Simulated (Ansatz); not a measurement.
Computed with Ansatz, DFT PBE, scalar-relativistic, plane waves, PAW. All cells share a 420 eV cutoff and Γ-centred k meshes spaced at most about 0.3 Å⁻¹ (about 0.25 or finer for metals, 2π included). No spin polarisation in the final relaxations.

Temperature and zero-point effects are left out.

Two forms of Sb were relaxed alike.

A.

```
CELL_PARAMETERS angstrom
0.00000 5.85646 5.85646
5.85646 0.00000 5.85646
5.85646 5.85646 0.00000
ATOMIC_POSITIONS crystal
Sb 0.59439 0.59439 0.59439
Sb 0.59439 0.59439 0.21682
Sb 0.59439 0.21682 0.59439
Sb 0.21682 0.59439 0.59439
Sb 0.43953 0.06047 0.06047
Sb 0.06047 0.43953 0.43953
Sb 0.06047 0.43953 0.06047
Sb 0.43953 0.06047 0.43953
Sb 0.06047 0.06047 0.43953
Sb 0.43953 0.43953 0.06047
```

B.

```
CELL_PARAMETERS angstrom
12.72868 0.00000 0.00000
0.00000 4.35278 0.00000
0.00000 0.00000 4.59602
ATOMIC_POSITIONS crystal
Sb 0.12816 0.25000 0.32217
Sb 0.37184 0.75000 0.82217
Sb 0.62816 0.25000 0.17783
Sb 0.87184 0.75000 0.67783
Sb 0.13849 0.75000 0.75276
Sb 0.36151 0.25000 0.25276
Sb 0.63849 0.75000 0.74724
Sb 0.86151 0.25000 0.24724
```

Question: Which form is favoured at zero pressure, and by what margin per atom?

Answer: B is lower, by 277 meV/atom. A has space group F-43m (No. 216), 40.2 Å³/atom and no gap on its mesh; B has space group Pnma (No. 62), 31.8 Å³/atom and no gap. Counting all near atoms (those within 1.25 times the shortest such distance or 1.15 times the sum of covalent radii; a plus sign parts nearer from farther groups), A has Sb 6 and B has Sb 3+3. The denser one is the lower, and pressure would at first widen the difference. In A, Sb on a site of symmetry 3m is surrounded by 6 Sb at 3.13–3.15 Å; Sb on a site of symmetry 2mm has 6 Sb at 3.14–3.15 Å. In B, around Sb on its first site lie 3 Sb at 2.94–2.99 Å and 3 Sb at 3.41 Å; around Sb on its second site lie 3 Sb at 2.94–2.99 Å and 3 Sb at 3.41 Å. Both come from invented guesses. The part of the Crystallography Open Database at hand lists Sb in space groups No. 139, 166, 194, 221, 225 and others; no cell shown has one of them.

These runs have no spin–orbit coupling, which can matter for Sb. The zero gap of Pnma may come from the functional, which often closes small gaps, or the cell may be a true semimetal. Cells relaxed within their symmetry can be saddle points.
